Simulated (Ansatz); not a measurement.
A run of Ansatz 0.2.0 is set up as follows.

The input input.yaml:

```yaml
crystal:
  lattice:
    - [4.5673748306, 0.0, 0.0]
    - [-2.2836874153, 3.9554626319, 0.0]
    - [0.0, 0.0, 2.82624427]
  atoms:
    - { symbol: Ti, position: [0.6666666667, 0.3333333333, 0.5] }
    - { symbol: Ti, position: [0.3333333333, 0.6666666667, 0.5] }
    - { symbol: Ti, position: [0.0, 0.0, 0.0] }
hamiltonian:
  xc: pbe
  pseudopotentials: { kind: paw }
kpoints:
  mp_grid: { grid: [7, 7, 9] }
scf:
  occupations: { method: gaussian, width: 0.019 }
output:
  forces: true
  stress: true
  eigenvalues: true
  write_density: true
  write_potential: true
  elf: true
  volumetric_format: npy
```

Potentials or basis: Ansatz PAW.

Launch:

```bash
$ ansatz run input.yaml --threads 2 --pin off --max-ram 5632MiB --backend cpu --events-out ev --progress --plain --runs-dir out
```

**Question.** What does it give for the band gap on the k mesh?

**Answer.** None (metal or under the smearing width).

**Question.** Estimate the pressure.

**Answer.** 0.8 GPa.

Stress tensor (GPa, compression positive):
```
0.89 0.00 0.00
0.00 0.89 0.00
0.00 0.00 0.61
```
